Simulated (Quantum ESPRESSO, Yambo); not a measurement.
# AgBr (Fm-3m): G0W0 with Yambo, start to end, part 2 of 3

How does a plane-wave GW calculation on AgBr (Fm-3m) run from the first input to the gap?

Quantum ESPRESSO 7.5 and Yambo 5.3.0; PBE and many-body steps on it, plane waves. Known limits of the many-body steps: not at the basis limit; d shell near the gap, gap tends to lie low; no spin-orbit coupling; coarse k mesh.

So far. Step 2 (Ground state): The gap is indirect, with the least direct gap 1.93 eV higher. Step 3 (Bands along the symmetry lines): The gap is 0.672 eV, as in the run before at this level.

The database entry behind the starting cell differs from later determinations by our own check (about 0.6 % short of the room-temperature cell), so it need not match the best structure at ambient conditions.

## 4. Empty states on the mesh, 4×4×4 mesh, 125 bands

Level of this step: DFT, PBE, plane waves, norm-conserving pseudopotentials (Quantum ESPRESSO).

The sums over transitions need many empty states on a uniform mesh; this step solves for them.

The input, pw.in:

```
&control
  calculation = 'nscf'
  prefix = 'x'
  outdir = 'o'
  pseudo_dir = 'pseudo'
/
&system
  ibrav = 0
  nat = 2
  ntyp = 2
  ecutwfc = 76.0
  nbnd = 125
  force_symmorphic = .true.
/
&electrons
  conv_thr = 1e-9
  electron_maxstep = 80
  diago_full_acc = .true.
  diago_thr_init = 5e-6
/
ATOMIC_SPECIES
  Ag 107.87 Ag.upf
  Br 79.904 Br.upf
CELL_PARAMETERS angstrom
  -0.0000000000 2.8701500000 2.8701500000
  2.8701500000 0.0000000000 2.8701500000
  2.8701500000 2.8701500000 0.0000000000
ATOMIC_POSITIONS crystal
  Ag 0.0000000000 0.0000000000 0.0000000000
  Br 0.5000000000 0.5000000000 0.5000000000
K_POINTS automatic
  4 4 4 0 0 0
```

Started as:

```
$ OMP_NUM_THREADS=1 mpirun -n 4 pw.x -nk 4 -in pw.in > pw.out
```

Log:

```text
[banner, memory and clock lines left out]
Program PWSCF v.7.5 starts

     Atomic positions and unit cell read from directory:
     o/x.save/

     Message from routine setup:
     using ibrav=0 with symmetry is DISCOURAGED, use correct ibrav instead

     G-vector sticks info

     bravais-lattice index     =            0
     lattice parameter (alat)  =       7.6704  a.u.
     unit-cell volume          =     319.1100 (a.u.)^3
     number of atoms/cell      =            2
     number of atomic types    =            2
     number of electrons       =        36.00
     number of Kohn-Sham states=          125
     kinetic-energy cutoff     =      76.0000  Ry
     charge density cutoff     =     304.0000  Ry
     Exchange-correlation= PBE
                           (   1   4   3   4   0   0   0)

     celldm(1)=   7.670408  celldm(2)=   0.000000  celldm(3)=   0.000000
     celldm(4)=   0.000000  celldm(5)=   0.000000  celldm(6)=   0.000000

     crystal axes: (cart. coord. in units of alat)
               a(1) = (  -0.000000   0.707107   0.707107 )
               a(2) = (   0.707107   0.000000   0.707107 )
               a(3) = (   0.707107   0.707107   0.000000 )

     reciprocal axes: (cart. coord. in units 2 pi/alat)
               b(1) = ( -0.707107  0.707107  0.707107 )
               b(2) = (  0.707107 -0.707107  0.707107 )
               b(3) = (  0.707107  0.707107 -0.707107 )
     Pseudo is Norm-conserving + core correction, Zval = 19.0
     Generated using ONCVPSP code by D. R. Hamann
     Using radial grid of 1538 points,  6 beta functions with:
     Pseudo is Norm-conserving + core correction, Zval = 17.0
     Generated using ONCVPSP code by D. R. Hamann
     Using radial grid of 1098 points,  6 beta functions with:
     Ag               19.00   107.87000     Ag( 1.00)
     Br               17.00    79.90400     Br( 1.00)

     48 Sym. Ops., with inversion, found

   Cartesian axes

     site n.     atom                  positions (alat units)
         1        Ag     tau(   1) = (   0.0000000   0.0000000   0.0000000  )
         2        Br     tau(   2) = (   0.7071068   0.7071068   0.7071068  )

     number of k points=     8
                       cart. coord. in units 2pi/alat
        k(    1) = (   0.0000000   0.0000000   0.0000000), wk =   0.0312500
        k(    2) = (   0.1767767   0.1767767  -0.1767767), wk =   0.2500000
        k(    3) = (  -0.3535534  -0.3535534   0.3535534), wk =   0.1250000
[...]
k(    7) = (  -0.7071068   0.0000000   0.0000000), wk =   0.0937500
        k(    8) = (  -0.7071068   0.3535534   0.0000000), wk =   0.1875000

     Dense  grid:    28571 G-vectors     FFT dimensions: (  45,  45,  45)

     The potential is recalculated from file :
     o/x.save/charge-density

     Starting wfcs are   19 randomized atomic wfcs +  106 random wfcs

     Band Structure Calculation

     End of band structure calculation

          k = 0.0000 0.0000 0.0000 (  3527 PWs)   bands (ev):

   -80.4270 -50.9589 -50.9589 -50.9585 -50.9585 -50.9585 -43.9487 -43.9487
   -43.9487  -5.3666   6.9216   6.9216   6.9216   6.9226   6.9226   7.7856
     7.7856   7.7856  10.3900  19.6462  19.6462  19.6462  20.8980  21.5270
[...]
[... 4 further rows ...]
[...]
96.4873  98.4778  98.4778  98.4778  99.9003

          k = 0.1768 0.1768-0.1768 (  3590 PWs)   bands (ev):

[...]
[... 4 further rows ...]
[...]
99.7724 101.4867 102.0659 102.0659 102.1876

          k =-0.3536-0.3536 0.3536 (  3582 PWs)   bands (ev):

[...]
66.8888  67.6590  68.1242  68.7897  69.2319  69.2319  71.0270  71.0270
     [... 4 further rows ...]
    96.4317  96.6815  96.7006  96.7006  98.1345  98.1345  98.6422  98.6422
    99.4867  99.4867 100.0994 100.3273 100.8776

          k = 0.3536 0.0000 0.0000 (  3591 PWs)   bands (ev):

     [... further k-points ...]

     highest occupied, lowest unoccupied level (ev):     9.7176   10.3900

     XML data file, pseudopotentials, collected wavefunctions
```

The job ended after 6.8 s (4 MPI ranks of Arm Neoverse V2, shared host; peak memory 0.35 GiB; 27 s of CPU time).

Numbers from this step:

| Quantity | Value |
| --- | --- |
| gap | 0.6724 eV |
| k of the valence top | 0, 0, -0.5 |
| k of the conduction bottom | 0, 0, 0 |
| least direct gap | 2.604 eV |
| k points computed | 8 |
| lowest point of the top converged band, above the valence top | 90.1828 eV |

On this mesh the gap is 0.672 eV.

## 5. Conversion and set-up

This step: Yambo 5.3.0; conversion and set-up on PBE, plane waves, norm-conserving pseudopotentials.

The states are converted to the many-body program's format and the q mesh is built.

Started as:

```
$ (cd o/x.save; p2y > p2y.log; mv SAVE ../..); yambo > setup.log
```

Log:

```text
 Yambo, version 5.3.0

 [02] CORE Variables Setup
 =========================

  [02.01] Unit cells
  ==================

  Cell kind             :  FCC
  Atoms in the cell     :  Ag  Br
  number of Ag atoms    :  1
  number of Br atoms    :  1

  List of atomic masses
  Mass of Ag    :  107.8700
  Mass of Br    :  79.90400

  List of atomic coordinates    : [cc]
  Ag1       :  0.000000  0.000000  0.000000  order 1
  Br1       :  5.423797  5.423797  5.423797  order 2

  Alat factors          :  5.423797  5.423797  5.423797 [a.u.]
  Direct lattice volume :  319.1100 [a.u.]
  Direct lattice vectors:  A[ 1 ]  A[ 2 ]  A[ 3 ]
   A[ 1 ]: -0.000000  1.000000  1.000000  [iru]
  -0.000000  5.423797  5.423797  [cc]
   A[ 2 ]:  1.000000  0.000000  1.000000  [iru]
   5.423797  0.000000  5.423797  [cc]
   A[ 3 ]:  1.000000  1.000000  0.000000  [iru]
   5.423797  5.423797  0.000000  [cc]

  Recip. lattice volume :  0.777319 [a.u.]
  Recip. lattice vectors:  B[ 1 ]  B[ 2 ]  B[ 3 ]
   B[ 1 ]: -0.500000  0.500000  0.500000  [iku]
  -0.579224  0.579224  0.579224  [cc]
   B[ 2 ]:  0.500000 -0.500000  0.500000  [iku]
   0.579224 -0.579224  0.579224  [cc]
   B[ 3 ]:  0.500000  0.500000 -0.500000  [iku]
   0.579224  0.579224 -0.579224  [cc]

  [02.02] Symmetries
  ==================

  Inversion symmetry    : yes
  Spatial inversion     : yes
  Inversion index       :  25
  K-space Time-reversal : no
  Magnetic symmetries   : no
  Group table correct   : yes
  Symmetries units      :  [cc]

   [S  1]:   1.0000     -0.32899E-17 -0.32899E-17 -0.32899E-17   1.0000      0.32899E-17  0.32899E-17  0.32899E-17   1.0000
   [S  2]:  -1.0000      0.32899E-17 -0.32899E-17  0.32899E-17  -1.0000      0.32899E-17 -0.32899E-17 -0.32899E-17   1.0000
   [S  3]:  -1.0000     -0.32899E-17  0.32899E-17  0.32899E-17   1.0000     -0.32899E-17 -0.32899E-17  0.32899E-17  -1.0000
[...]
[... 36 further rows ...]
   [S 47]: -0.32899E-17   1.0000      0.32899E-17  0.32899E-17 -0.32899E-17  -1.0000       1.0000      0.32899E-17 -0.32899E-17
   [S 48]: -0.32899E-17  -1.0000     -0.32899E-17  0.32899E-17  0.32899E-17   1.0000       1.0000     -0.32899E-17  0.32899E-17

  [02.03] Reciprocal space
  ========================

  nG shells         :  304
  nG charge         :  28571
  nG WFs            :   4433
  nC WFs            :   3591
  G-vecs. in first 30 shells:  [ Number ]
     1    9   15   27   51   59   65   89  113
    137   169   181   229   259   283   307   331   339
    387   411   459   531   537   561   609   645   701
    725   749   821
  ...
  Shell energy in first 30 shells:  [ mHa ]
    0.00000      503.250      671.000      1342.00      1845.25      2013.00      2684.00      3187.25      3355.00
    4026.00      4529.25      5368.00      5871.25      6039.00      6710.00      7213.25      7381.01      8052.01
[...]
BZ  K-points                                      :   64

  K/Q-points units:
  rlu = crystal or reduced units; cc = cartesian coordinates; iku = interal k-units

  K [1]          [rlu]:  0.000000  0.000000  0.000000
         WF components:   3527
  K [2]          [rlu]: -0.51475E-17 -0.51475E-17  0.25000
         WF components:   3590
  K [3]          [rlu]:  0.10295E-16  0.10295E-16 -0.50000
         WF components:   3582
  K [4]          [rlu]: -0.11010E-17  0.25000      0.25000
         WF components:   3591
  K [5]          [rlu]:  0.19239E-16  0.25000     -0.50000
         WF components:   3570
  [... 2 further k-points ...]
  K [8]          [rlu]:  0.250000 -0.500000 -0.250000
         WF components:   3552

  [02.05] Energies & Occupations
  ==============================

  [X] === General ===
  [X] Electronic Temperature                        :  0.000000  0.000000 [eV K]
  [X] Bosonic    Temperature                        :  0.000000  0.000000 [eV K]
  [X] Finite Temperature mode                       : no
  [X] El. density                                   :  0.76131E+24 [cm-3]
  [X] Fermi Level                                   :  9.717580 [eV]

  [X] === Gaps and Widths ===
  [X] Conduction Band Min                           :  0.672400 [eV]
  [X] Valence Band Max                              :  0.000000 [eV]
  [X] Filled Bands                                  :  18
  [X] Empty Bands                                   :   19  125
  [X] Direct Gap                                    :  2.604421 [eV]
  [X] Direct Gap localized at k                     :  1
  [X] Indirect Gap                                  :  0.672400 [eV]
  [X] Indirect Gap between kpts                     :  3  1
  [X] Last valence band width                       :  2.284116 [eV]
  [X] 1st conduction band width                     :  4.310293 [eV]

  E @ K [1]:  [eV]
  -90.14462 -60.67651 -60.67651 -60.67605 -60.67605 -60.67605 -53.66629 -53.66629
  -53.66629 -15.08413  -2.79598  -2.79598  -2.79598  -2.79495  -2.79495  -1.93202
   -1.93202  -1.93202   0.67240   9.92860   9.92860   9.92860  11.18041  11.80938
[...]
occ @ K [1]
[...]
E @ K [2]:  [eV]
[...]
occ @ K [2]
[...]
E @ K [3]:  [eV]
[...]
occ @ K [3]
[...]
E @ K [4]:  [eV]
[...]
occ @ K [4]
[...]
E @ K [5]:  [eV]
[...]
occ @ K [5]
[...]
[... 2 further k-points ...]
  E @ K [8]:  [eV]
[...]
occ @ K [8]
[...]
0.000000  0.000000  0.000000  0.000000  0.000000  0.000000  0.000000  0.000000
   0.000000  0.000000  0.000000  0.000000  0.000000  0.000000  0.000000  0.000000

 [03] Transferred momenta grid and indexing
 ==========================================

 IBZ Q-points                                      :   8
 BZ  Q-points                                      :   64

 K/Q-points units:
 rlu = crystal or reduced units; cc = cartesian coordinates; iku = interal k-units

 Q [1]          [rlu]:  0.000000  0.000000  0.000000
 Q [2]          [rlu]:  0.11377E-17  0.11377E-17  0.25000
 Q [3]          [rlu]: -0.22755E-17 -0.22755E-17 -0.50000
[...]
Q [7]          [rlu]:  0.22019E-17 -0.50000     -0.50000
 Q [8]          [rlu]:  0.250000 -0.500000 -0.250000

  [03.01] X indexes
  =================

   [03.01.01] Sigma indexes
   ========================

 [06] Game Over & Game summary
```

It took 2.2 s on 1 MPI rank; peak memory 0.25 GiB.

[end of part 2 of 3]

[Paths, hosts, dates, memory and timing lines, banners, echoed tables and standing remarks are left out of the program output.]

[Logs are printed without paths, hosts, clocks, repeated set-up lines and the standing remarks that a program may print on its own settings, such as how far it seeks lower states.]

[Runs of the session that timed out or met a known fault of the program may be left out.]

[Hosts, paths, dates, database ids (printed as entryN), source tags and the programs' standing remarks are cut or masked in the printed files.]
